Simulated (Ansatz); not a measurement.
# HfN (211): surface energy and levels, part 1 of 2

This session takes HfN and sets out to cut the (211) surface, relax it and get its surface energy and levels.

Program: Ansatz 0.2.0. Level of theory: DFT PBE, scalar-relativistic, plane waves, PAW. These are calculated values, not measurements.

1 further run of the same task is left out (set aside as unsound or not needed). Runs told in other sessions of the task aren't counted.

## (1) The system as given

The structure is cubic, space group Fm-3m (No. 225). Conventional cell: a = 4.548 Å, b = 4.548 Å, c = 4.548 Å, α = 90.00°, β = 90.00°, γ = 90.00°. Hf (site symmetry m-3m) has 6 N at 2.27 Å in its first shell of neighbours. Around N (site symmetry m-3m) lie 6 Hf at 2.27 Å.

As a file:

```xyz
2
Lattice="0.0000 2.2739 2.2739 2.2739 0.0000 2.2739 2.2739 2.2739 0.0000" Properties=species:S:1:pos:R:3 pbc="T T T"
Hf    2.2739    2.2739    2.2739
N     0.0000    0.0000    0.0000
```

This cell was relaxed beforehand with the same method: volume 11.76 Å³/atom, gap on the mesh none (metal).

## (2) Bulk reference on the slab's mesh

Input file input.yaml:

```yaml
crystal:
  lattice:
    - [3.2157753977, 0.0, 0.0]
    - [0.0, 7.8770088516, 0.0]
    - [1.6078876988, -2.6256696172, 0.9283143957]
  atoms:
    - { symbol: Hf, position: [0.0, 0.5, 0.0] }
    - { symbol: "N", position: [0.0, 0.0, 0.0] }
basis:
  ecutwfc: 420
kpoints:
  mp_grid: { grid: [11, 5, 36] }
hamiltonian:
  xc: pbe
scf:
  occupations: { method: gaussian, width: 0.1 }
output:
  forces: true
  stress: true
  eigenvalues: true
```

On the command line:

```bash
> ansatz run input.yaml --threads 8 --pin off --max-ram 15360MiB --backend cpu --events-out ev --progress --plain --runs-dir out
```

Output, shortened:

```text
Warning: crystal.symmetry: narrowed to the stabiliser of the k-point mesh — unitary ops 48 → 2; excluded 46 operations that carry a point of the 11×5×36 mesh (shift [0, 0, 0]) off the mesh (the run samples exactly the mesh kpoints.mp_grid names, as under crystal.symmetry.detect: false, [...]
Warning: RAYON_NUM_THREADS=8 ignored (pool sized by the plan → 8); use --threads N
[...]
Pseudopotentials: kind: paw
Pseudopotential: Hf, paw, valence charge 26, recommended cutoff 420 eV (normal), Hf.paw.azcp
Pseudopotential: N, paw, valence charge 5, recommended cutoff 420 eV (normal), N.paw.azcp
Functional definition: PBE
[...]
Crystal: 2 atoms, lattice volume = 23.515 Å³
Basis set: ecut = 420 eV, 459 PW (Γ), FFT grids on a1, −a1+a2+3a3, a3, exchange–correlation on 48×64×48 points (8 copies of the dense FFT grid, shifted against one another)
Bands: 20, of which v1, the nominal top of the filled ones, is band 16 counted from 1 (15 counted from 0)
Symmetry: 2 space group operations
k-points: 991 of 1980
[...]
SCF iter   1: F=—  HF=-16108.690180 eV  |F-HF|=—  |Δ(HF+E_count)|=         —  Δρ=5.74e-3  dr2=9.64e-3  ethr=1.77e-3  ⟨swp⟩=4.8  Hψ=82853  notcnv=0
[...]
SCF iter   6: F=-16108.687619 eV  HF=-16108.687619 eV  |F-HF|=1.92e-8  |Δ(HF+E_count)|=   1.89e-7  Δρ=8.46e-6  dr2=1.04e-8  ethr=3.23e-10  ⟨swp⟩=7.1  Hψ=102214  notcnv=0
[...]
SCF converged after 6 iterations
Free energy (F): -16108.687619 eV
[...]
E sigma→0 (E₀):  -16108.685648 eV
Entropy (-TS):   -0.003942 eV (-1.971 meV/atom)
Fermi energy:    23.433025 eV
[...]
--- Forces (eV/Å), atoms counted from 1 ---
  atom   1  Hf     0.00000000     0.00000000     0.00000000
  atom   2  N      0.00000000     0.00000000     0.00000000
[...]
--- Stress (GPa, compression-positive) ---
        0.077345       0.158430      -0.121977
        0.158430       0.007896      -0.178572
       -0.121977      -0.178572      -0.013154
  P = ⅓ Tr σ = 0.0240 GPa (0.240 kbar)
--- Band table (eV; the first three rows and the last of 991) ---
  k-point 0: bands = ["-39.3843", "-7.7985", "-7.7964", "-7.7962", "6.0051", "10.6729", "10.6733", "10.6734", "10.7024", "10.7955", "10.7959", "10.7962", "20.4871", "20.4881", "20.4889", "23.0622", "23.0626", "23.0637", "24.9912", "25.3252"]
[...]
```

Run time: 4.7 s. Hardware: 8 threads of Arm Neoverse V1, shared host; peak memory 0.68 GiB.

The bulk reference has the slab's in-plane cell, mesh and smearing. Its energy with the smearing taken to zero: -8054.3428 eV/atom.

## (3) The (211) slab

Planes are indexed in the bulk's conventional cell (Fm-3m (No. 225)), a = 4.548 Å, b = 4.548 Å, c = 4.548 Å, α = 90.00°, β = 90.00°, γ = 90.00°.

Cut from the relaxed bulk: a (211) slab, 9.3 Å thick as cut, with 15 Å of vacuum; its outer planes are HfN (top) and HfN (bottom).

The slab as cut. Its planes from the bottom up:

```csv
plane,atoms per cell,height over the lowest (Å)
1,HfN,0.00
2,HfN,0.93
3,HfN,1.86
4,HfN,2.78
5,HfN,3.71
6,HfN,4.64
7,HfN,5.57
8,HfN,6.50
9,HfN,7.43
10,HfN,8.35
11,HfN,9.28
```

## (4) Single point on the unrelaxed (211) slab

A dipole layer in the vacuum cancels the field that periodic copies would set up if the slab's two faces differ.

Input file input.yaml:

```yaml
crystal:
  lattice:
    - [3.2157753977, 0.0, 0.0]
    - [0.0, 7.8770088516, 0.0]
    - [0.0, 0.0, 24.2831439574]
  atoms:
    - { symbol: Hf, position: [0.5, 0.1666666667, 0.3088562178] }
    - { symbol: "N", position: [0.5, 0.6666666667, 0.3088562178] }
    - { symbol: Hf, position: [0.0, 0.8333333333, 0.3470849743] }
    - { symbol: "N", position: [0.0, 0.3333333333, 0.3470849743] }
    - { symbol: Hf, position: [0.5, 0.5, 0.3853137307] }
    - { symbol: "N", position: [0.5, 0.0, 0.3853137307] }
    - { symbol: Hf, position: [0.0, 0.1666666667, 0.4235424871] }
    - { symbol: "N", position: [0.0, 0.6666666667, 0.4235424871] }
    - { symbol: Hf, position: [0.5, 0.8333333333, 0.4617712436] }
    - { symbol: "N", position: [0.5, 0.3333333333, 0.4617712436] }
    - { symbol: Hf, position: [0.0, 0.5, 0.5] }
    - { symbol: "N", position: [0.0, 0.0, 0.5] }
    - { symbol: Hf, position: [0.5, 0.1666666667, 0.5382287564] }
    - { symbol: "N", position: [0.5, 0.6666666667, 0.5382287564] }
    - { symbol: Hf, position: [0.0, 0.8333333333, 0.5764575129] }
    - { symbol: "N", position: [0.0, 0.3333333333, 0.5764575129] }
    - { symbol: Hf, position: [0.5, 0.5, 0.6146862693] }
    - { symbol: "N", position: [0.5, 0.0, 0.6146862693] }
    - { symbol: Hf, position: [0.0, 0.1666666667, 0.6529150257] }
    - { symbol: "N", position: [0.0, 0.6666666667, 0.6529150257] }
    - { symbol: Hf, position: [0.5, 0.8333333333, 0.6911437822] }
    - { symbol: "N", position: [0.5, 0.3333333333, 0.6911437822] }
basis:
  ecutwfc: 420
kpoints:
  mp_grid: { grid: [11, 5, 1] }
hamiltonian:
  xc: pbe
scf:
  occupations: { method: gaussian, width: 0.1 }
output:
  forces: true
  eigenvalues: true
  write_density: true
  write_potential: true
  elf: true
  volumetric_format: npy
efield:
  axis: 3
  dipole_correction: true
  ramp_width: 0.04
```

On the command line:

```bash
> ansatz run input.yaml --threads 8 --pin off --max-ram 15360MiB --backend cpu --events-out ev --progress --plain --runs-dir out
```

Output:

```text
Warning: RAYON_NUM_THREADS=8 ignored (pool sized by the plan → 8); use --threads N
Engine: ansatz 0.2.0, aarch64-unknown-linux-gnu
[... 4 set-up lines as earlier in the session ...]
  parameter kappa = 0.804
  parameter beta = 0.06672455060314922
  exchange = pbe_x(kappa = kappa, mu = beta*pi^2/3)
  correlation = pbe_c(beta = beta)
Crystal: 22 atoms, lattice volume = 615.109 Å³
Basis set: ecut = 420 eV, 12025 PW (Γ), exchange–correlation on 48×108×360 points (8 copies of the dense FFT grid, shifted against one another)
Bands: 205, of which v1, the nominal top of the filled ones, is band 171 counted from 1 (170 counted from 0)
[... 1 set-up line as earlier in the session ...]
k-points: 18 of 55 (time reversal used)
Non-local potential: Hf, projectors of the file, l = 0: 3, l = 1: 2, l = 2: 2, l = 3: 3
Non-local potential: N, projectors of the file, l = 0: 2, l = 1: 2, l = 2: 1
PAW form: soft (Blöchl's): semilocal exchange-correlation on the pseudo side does not see the compensation charge
PAW one-centre angular grid: Hf, 590 points (default); XC on 64 Gauss nodes
PAW one-centre angular grid: N, 110 points (default); XC on 64 Gauss nodes
Initial density: superposition of atomic densities (neutral atoms: chi_scale 0, normalization atom), corrected by the library's trained network
Initial wavefunctions: pseudopotential atomic-orbital guess
Functional: x = pbe(κ = 0.804, μ = 0.2195149727645171), c = pbe(β = 0.06672455060314922)
SCF iter   1: F=—  HF=-177185.330173 eV  |F-HF|=—  |Δ(HF+E_count)|=         —  Δρ=5.48e-3  dr2=1.24e0  ethr=1.77e-3  p=0.000 e·Å  D=1.02e-13 V/Å  ΔV_dip=-0.00 eV  dr2_dipole=2.41e-7  V_vac-E_F(+/−)=4.56/4.56 eV  ⟨swp⟩=6.2  Hψ=14308  notcnv=0  defer=88
efield: sawtooth ramp at fractional position 0.9800 (placed from the atoms, in the widest stretch of the axis that holds none; the zero of the levels goes with the place), width 0.0400; the density the first Hamiltonian is built on has a dipole p = 0.000 e·Å; the dipole correction subtracts the counter field D = 1.02e-13 V/Å, which shifts the + side's vacuum level by -0.00 eV against the − side's; the planar-averaged density in the ramp window peaks in size at 1.8e-5 e/Å³
preconditioner: auto → LDOS  [metal: Δε(μ)=0.019 eV  Ē_g=17.403 eV  σ=0.100 eV  W_gap=0.11  n_scr=154 (ndim 8)  ℏωp=26.7 eV  f_vac=0.519  D(μ)=9.13/eV (n_scr^D=40)  β→1.0]
SCF iter   2: F=—  HF=-177185.302112 eV  |F-HF|=—  |Δ(HF+E_count)|=   2.81e-2  Δρ=4.25e-3  dr2=1.36e-1  ethr=3.64e-4  p=-0.000 e·Å  D=-6.64e-6 V/Å  ΔV_dip=0.00 eV  dr2_dipole=2.39e-7  V_vac-E_F(+/−)=4.36/4.36 eV  ⟨swp⟩=2.0  Hψ=5070  notcnv=0  defer=467
SCF iter   3: F=—  HF=-177185.284799 eV  |F-HF|=—  |Δ(HF+E_count)|=   1.73e-2  Δρ=1.50e-3  dr2=2.63e-2  ethr=3.99e-5  p=-0.000 e·Å  D=-6.81e-7 V/Å  ΔV_dip=0.00 eV  dr2_dipole=4.98e-8  V_vac-E_F(+/−)=4.39/4.39 eV  ⟨swp⟩=2.0  Hψ=6007  notcnv=0  defer=467
SCF iter   4: F=—  HF=-177185.281505 eV  |F-HF|=—  |Δ(HF+E_count)|=   3.29e-3  Δρ=3.17e-4  dr2=2.37e-3  ethr=7.70e-6  p=-0.000 e·Å  D=-3.37e-7 V/Å  ΔV_dip=0.00 eV  dr2_dipole=9.34e-9  V_vac-E_F(+/−)=4.37/4.37 eV  ⟨swp⟩=2.6  Hψ=5979  notcnv=0  defer=467
SCF iter   5: F=—  HF=-177185.281452 eV  |F-HF|=—  |Δ(HF+E_count)|=   5.29e-5  Δρ=1.41e-4  dr2=1.47e-4  ethr=6.94e-7  p=-0.000 e·Å  D=-9.64e-8 V/Å  ΔV_dip=0.00 eV  dr2_dipole=2.65e-9  V_vac-E_F(+/−)=4.35/4.35 eV  ⟨swp⟩=2.1  Hψ=5575  notcnv=0  defer=467
SCF iter   6: F=—  HF=-177185.281529 eV  |F-HF|=—  |Δ(HF+E_count)|=   7.69e-5  Δρ=6.48e-5  dr2=2.57e-5  ethr=4.32e-8  p=0.000 e·Å  D=1.66e-7 V/Å  ΔV_dip=-0.00 eV  dr2_dipole=1.98e-11  V_vac-E_F(+/−)=4.35/4.35 eV  ⟨swp⟩=3.0  Hψ=6490  notcnv=0  defer=467
SCF iter   7: F=—  HF=-177185.282551 eV  |F-HF|=—  |Δ(HF+E_count)|=   1.02e-3  Δρ=3.07e-5  dr2=4.69e-6  ethr=7.55e-9  p=0.000 e·Å  D=1.91e-7 V/Å  ΔV_dip=-0.00 eV  dr2_dipole=8.74e-12  V_vac-E_F(+/−)=4.35/4.35 eV  ⟨swp⟩=2.9  Hψ=7018  notcnv=0  defer=452
SCF iter   8: F=—  HF=-177185.282563 eV  |F-HF|=—  |Δ(HF+E_count)|=   1.20e-5  Δρ=1.12e-5  dr2=8.07e-7  ethr=1.37e-9  p=0.000 e·Å  D=1.29e-7 V/Å  ΔV_dip=-0.00 eV  dr2_dipole=2.37e-11  V_vac-E_F(+/−)=4.34/4.34 eV  ⟨swp⟩=2.9  Hψ=6843  notcnv=0  defer=452
SCF iter   9: F=—  HF=-177185.282565 eV  |F-HF|=—  |Δ(HF+E_count)|=   1.69e-6  Δρ=4.63e-6  dr2=1.59e-7  ethr=2.37e-10  p=0.000 e·Å  D=7.88e-8 V/Å  ΔV_dip=-0.00 eV  dr2_dipole=8.19e-13  V_vac-E_F(+/−)=4.34/4.34 eV  ⟨swp⟩=3.0  Hψ=7573  notcnv=0  defer=452
SCF iter  10: F=-177185.282565 eV  HF=-177185.282565 eV  |F-HF|=8.57e-8  |Δ(HF+E_count)|=   3.56e-7  Δρ=1.95e-6  dr2=2.74e-8  ethr=2.93e-11  p=0.000 e·Å  D=5.29e-8 V/Å  ΔV_dip=-0.00 eV  dr2_dipole=9.51e-12  V_vac-E_F(+/−)=4.34/4.34 eV  ⟨swp⟩=22.9  Hψ=43170  notcnv=0
SCF 1 converged in 10 iterations: F = -177185.282565 eV  dr2 = 2.74e-8
WARN: The output density's exchange-correlation potential varies sharply where the density is thin. Do not read a vacuum level from v_tot or v_xc, or from such a field of the output density. On a cell that repeats whose density bears no net charge and no dipole along the vacuum's axis use v_es (v_loc + v_h of the components); under efield.dipole_correction with no amplitude use v_es + v_field, which holds any external_charges[].barrier, or the levels of the report's work_function block, which leave it out; under a non-zero efield.amplitude the vacuum is tilted and has no level; on a cell that repeats and bears such a dipole with no correction it is tilted too, and efield.dipole_correction with no amplitude gives each side of its ramp a level where efield: is served; in a cell that repeats whose density bears a net charge (total_charge, or a fill off its count) it is curved and has none; of a slab under crystal.periodic whose density bears no net charge use v_es, which has a level on each side, short of where the two are joined; of another it falls or rises all the way out and has none; of a slab beside external_charges read slab_vacuum_level instead, which it has where they leave it neutral. The grid or the basis barely resolves most such structure, and the values can differ between equally converged runs; as a rule a tighter scf.convergence.dr2_threshold does not remove it. Where the density itself ripples (under the LDA too) a higher basis.ecutwfc lessens it. The files hold the spikes' plane waves up to the density's cutoff. Files: v_tot_of_output_density and the like, and their columns of v_z.tsv (output.write_potential); v_xc_of_output_density and the like, and their columns of v_comp_z.tsv (output.write_potential_components). Measured: with its Gaussian average of σ = 0.25 Å subtracted twice, the exchange-correlation potential is over 0.1 eV at 117 of the grid points where the equally averaged density (valence and model cores) is under 1e-3 e/Å³, and 0.395 eV at the most among them, at an averaged density of 8.2e-8 e/Å³. The input density's (outcome.potential() and, of a run that writes arrays, v_tot and v_xc) is over 0.1 eV, so measured, at 257 points of its own thin density, 0.148 eV at the most. See output.write_potential in the manual, Limitations
SCF converged after 10 iterations
Free energy (F): -177185.282565 eV
Harris-Foulkes:  -177185.282565 eV  (|F-HF|=8.57e-8)
Internal energy: -177185.230007 eV  (E = F + TS)
E sigma→0 (E₀):  -177185.256286 eV
Entropy (-TS):   -0.052559 eV (-2.389 meV/atom)
Fermi energy:    7.191559 eV
Dipole field:    D = -0.000002 V/Å  (p = -0.000008 e·Å, saw-weighted, corrected)
Work function:   Φ+ = 4.3436 eV   Φ− = 4.3435 eV
Levels:          The Fermi level and band energies are counted from a zero that moves with the ramp; work functions are not
--- Per-component energies (eV) ---
  E_band       = -3577.672527
  E_kinetic    = 6070.854149
  E_local      = -618179.015764  (includes V_loc(G=0)·N_el)
  E_nonlocal   = -13185.230757
  E_hartree    = 305010.198300
  E_xc         = -3959.243104
  E_vxc        = -3766.940974  (∫ρ·V_xc dr)
  E_paw        = -77593.777530  (= ΣΔE_a)
  E_vpaw       = 15462.295886  (= ΣTr[D̂ρ^β])
  E_aug_tail   = 0.001035  (compensation charges beyond the density's cutoff)
  E_efield     = 0.000000  (sawtooth field / dipole correction)
  E_vefield    = 0.000000  (∫n·V_field dr)
  E_ewald      = 224650.983664
  E_smearing   = -0.052559  (= −TS)
  E_closure    = 0.000000  (closes the sum)
  Σ components = -177185.282565   (vs F -177185.282565, Δ=0.00e0)
--- Forces (eV/Å), atoms counted from 1 ---
  atom   1  Hf     0.00000000     0.88277594     1.76631128
  atom   2  N      0.00000000     1.80043781     3.76437110
  atom   3  Hf     0.00000000    -3.35007133    -2.96107498
  atom   4  N      0.00000000    -0.94693588     0.09679176
  atom   5  Hf     0.00000000     0.51789301    -3.20839135
  atom   6  N      0.00000000     0.75318405    -0.17009194
  atom   7  Hf     0.00000000    -0.01311641    -0.11338357
  atom   8  N      0.00000000     0.34237309     0.03931579
  atom   9  Hf     0.00000000     0.35570965     0.14923124
  atom  10  N      0.00000000    -0.05888054     0.14226683
  atom  11  Hf     0.00000000    -0.00000054     0.00000072
  atom  12  N      0.00000000     0.00000020     0.00000014
  atom  13  Hf     0.00000000    -0.35570902    -0.14922980
  atom  14  N      0.00000000     0.05888025    -0.14226622
  atom  15  Hf     0.00000000     0.01311693     0.11338436
  atom  16  N      0.00000000    -0.34237339    -0.03931438
  atom  17  Hf     0.00000000    -0.51789369     3.20838967
  atom  18  N      0.00000000    -0.75318268     0.17009229
  atom  19  Hf     0.00000000     3.35007140     2.96107252
  atom  20  N      0.00000000     0.94693441    -0.09679187
  atom  21  Hf     0.00000000    -0.88277526    -1.76631184
  atom  22  N      0.00000000    -1.80043862    -3.76437203
  max |Σ_I F_I| component: 5.93e-7 eV/Å
--- Band table (eV; the first three rows and the last of 18) ---
  k-point 0: bands = ["-55.8972", "-55.8972", "-55.6050", "-55.5570", "-55.5494", "-55.4450", "-55.4418", "-55.1619", "-55.1615", "-54.9048", "-54.9048", "-24.8659", "-24.8653", "-24.6813", "-24.6353", "-24.6174", "-24.5889", "-24.5851", "-24.5559", "-24.4644", "-24.2730", "-24.2467", "-24.2323", "-24.1820", "-24.1775", "-24.1427", "-24.1384", "-24.1240", "-24.1196", "-24.1001", "-24.0331", "-23.9988", "-23.9306", "-23.9257", "-23.8757", "-23.8025", "-23.7249", "-23.7203", "-23.6877", "-23.6738", "-23.5077", "-23.5050", "-23.3826", "-23.3825", "-9.8068", "-8.9421", "-8.9135", "-8.5201", "-8.3859", "-8.2713", "-8.2510", "-7.6296", "-7.5969", "-5.9075", "-5.9073", "-5.8992", "-5.8990", "-5.8649", "-5.8649", "-5.8508", "-5.8508", "-5.8370", "-5.8370", "-5.7566", "-5.7563", "-5.7507", "-5.7507", "-5.5376", "-5.5341", "-5.5277", "-5.5187", "-5.5179", "-5.5125", "-5.5012", "-5.4904", "-5.4891", "-5.4823", "-5.4802", "-5.4792", "-5.4690", "-5.4674", "-5.4644", "-5.4633", "-5.4563", "-5.4526", "-5.4523", "-5.4493", "-5.4465", "-5.4201", "-5.4173", "-5.3788", "-5.3714", "-5.3668", "-5.3647", "-5.3643", "-5.3587", "-5.3474", "-5.3469", "-5.3443", "-5.3350", "-5.3325", "-5.3315", "-5.3214", "-5.3123", "-5.0997", "-5.0996", "-5.0987", "-5.0977", "-5.0875", "-5.0864", "-5.0739", "-5.0729", "-5.0495", "-5.0485", "-5.0482", "-5.0470", "-5.0159", "-5.0010", "-4.8686", "-4.8678", "-4.8516", "-4.8516", "-4.8360", "-4.8357", "-4.8286", "-4.8285", "-4.8203", "-4.8203", "-4.7860", "-4.7859", "-4.6394", "-4.6391", "-0.3619", "-0.3552", "0.0188", "0.0189", "0.4404", "0.6048", "0.9161", "1.2260", "1.5162", "1.5768", "1.8073", "1.8187", "1.9049", "2.0010", "2.0275", "2.0679", "2.1099", "2.5673", "2.5982", "2.6950", "2.8807", "2.8998", "3.3008", "3.3273", "3.4429", "3.6855", "3.9723", "3.9737", "5.0077", "5.1308", "5.1880", "5.5872", "6.0702", "6.2363", "6.2639", "6.4076", "6.7115", "6.9482", "6.9695", "7.3531", "7.3961", "7.5830", "7.5944", "7.9046", "8.0282", "8.1859", "8.6807", "8.7849", "8.7960", "9.2217", "9.2379", "9.3428", "9.4226", "9.5969", "9.6173", "9.6318", "9.7686", "9.8365", "10.0946", "10.3106", "10.3791", "10.4169", "10.4692", "10.5273", "10.5774", "10.6307", "10.8066", "10.9495", "11.0241", "11.1559", "11.1996", "11.2883", "11.3928"]
[... 3 lines left out ...]
```

Wall time 91 s (8 threads of Arm Neoverse V1, shared host); peak memory 5.1 GiB.

Read from this run: work function 4.34 eV.

Plane-averaged electrostatic potential energy of an electron across the slab, counted from the Fermi level:

(z (Å), V (eV)): (1.62, 4.34), (2.16, 4.34), (2.43, 4.34), (2.97, 4.34), (3.24, 4.34), (3.78, 4.34), (4.32, 4.33), (4.59, 4.31), (5.13, 4.23), (5.40, 4.14), (5.94, 3.67), (6.48, 2.17), (6.75, 0.35), (7.28, -5.55), (7.55, -7.55), (8.09, -9.44), (8.36, -9.73), (8.90, -10.41), (9.44, -10.59), (9.71, -10.80), (10.25, -10.77), (10.52, -10.84), (11.06, -10.83), (11.60, -10.97), (11.87, -10.90), (12.41, -10.90), (12.68, -10.97), (13.22, -10.83), (13.76, -10.84), (14.03, -10.77), (14.57, -10.80), (14.84, -10.59), (15.38, -10.41), (15.92, -9.72), (16.19, -9.44), (16.73, -7.55), (17.00, -5.55), (17.54, 0.35), (17.81, 2.17), (18.35, 3.67), (18.89, 4.14), (19.16, 4.23), (19.70, 4.31), (19.97, 4.33), (20.51, 4.34), (21.05, 4.34), (21.32, 4.34), (21.85, 4.34), (22.12, 4.34), (22.66, 4.34)

Density in a lattice plane of the grid's cell (edges 7.88 and 24.28 Å, at 0.500 of the third edge), which holds Hf and N.

Ten even steps from ' ' (0.00 e/Å³) to '@' (19.65 e/Å³):
```
                
                
                
                
                
      ..    ::%%
                
..      @@      
  ##..    ..    
                
      ..    ..##
..      @@      
                
  %%::    ..    
                
                
                
                
                
                
```
Columns run along the first of these edges and rows up along the second, over one cell in 8 and 20 even steps from the bottom left corner. Atoms in the plane (fractional): Hf at (0.17, 0.31), N at (0.67, 0.31), Hf at (0.50, 0.39), N at (0.00, 0.39), Hf at (0.83, 0.46), N at (0.33, 0.46), Hf at (0.17, 0.54), N at (0.67, 0.54), Hf at (0.50, 0.61), N at (0.00, 0.61), Hf at (0.83, 0.69), N at (0.33, 0.69).

ELF in the same plane.

Ten even steps from '0' (0.00) to '9' (0.85):
```
00000000
00000000
00000000
00000001
10350000
13984089
82645112
65129226
19822892
23171713
12982289
66229215
82115462
19804893
10000530
01000000
00000000
00000000
00000000
00000000
```
Columns run along the first of these edges and rows up along the second, over one cell in 8 and 20 even steps from the bottom left corner. Atoms in the plane (fractional): Hf at (0.17, 0.31), N at (0.67, 0.31), Hf at (0.50, 0.39), N at (0.00, 0.39), Hf at (0.83, 0.46), N at (0.33, 0.46), Hf at (0.17, 0.54), N at (0.67, 0.54), Hf at (0.50, 0.61), N at (0.00, 0.61), Hf at (0.83, 0.69), N at (0.33, 0.69).

Both are smooth fields of the valence electrons: close to the nuclei they are not physical.

The highest ELF values outside the cores: 0.89 between the atoms, 2.1 Å from Hf; 0.86 beside N, off the lines to its neighbours, 0.7 Å from N; 0.84 in the shell around N, 0.7 Å from N.

(Continued in part 2 of 2.)
